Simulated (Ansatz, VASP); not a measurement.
## MnAs in VASP and in Ansatz

```xyz
2
Lattice="3.2196 0.0000 0.0000 -1.6098 2.7882 0.0000 0.0000 0.0000 3.2444" Properties=species:S:1:pos:R:3 pbc="T T T"
Mn    0.0000    0.0000    0.0000
As    1.6098    0.9294    1.6222
```

Alike in both runs: functional PBE; k mesh 6 × 6 × 6; occupations gaussian, width 0.1 eV; collinear spin.

Ansatz relaxed the structure, and its values are those at the end. VASP's run is a single point on that final structure, the one shown.

|  | VASP | Ansatz |
| --- | --- | --- |
| version | VASP 6.6.1 | Ansatz 0.2.0 |
| potentials or method | VASP PAW PBE potentials, release 64 (Mn_pv, As) | scalar-relativistic, plane waves, PAW |
| plane-wave cutoff (eV) | 520 | 420 |
| valence electrons in the cell | 18 | 30 |

```tsv
	VASP	Ansatz	Ansatz less VASP
gap on the k mesh at the Fermi level (eV)	none	none	-
pressure (GPa)	0.3	0.0	-0.25
net moment per atom (μB)	0.99	0.99	+0.002
size of the moment on the site where the two differ most (μB)	2.17	2.12	-0.048
```

Site moments also hang on the region over which each program counts them. A gap of «none» marks a metal or a gap that the smearing closes. With one functional, cell and mesh, what is left measures potentials, basis and numerics. The two sets of potentials don't hold the same shells in valence.

Caveats: the k mesh is coarse (spacing up to 0.38 Å⁻¹), so the values aren't converged; a cell with one magnetic atom can't hold antiferromagnetic order, which such compounds often take.
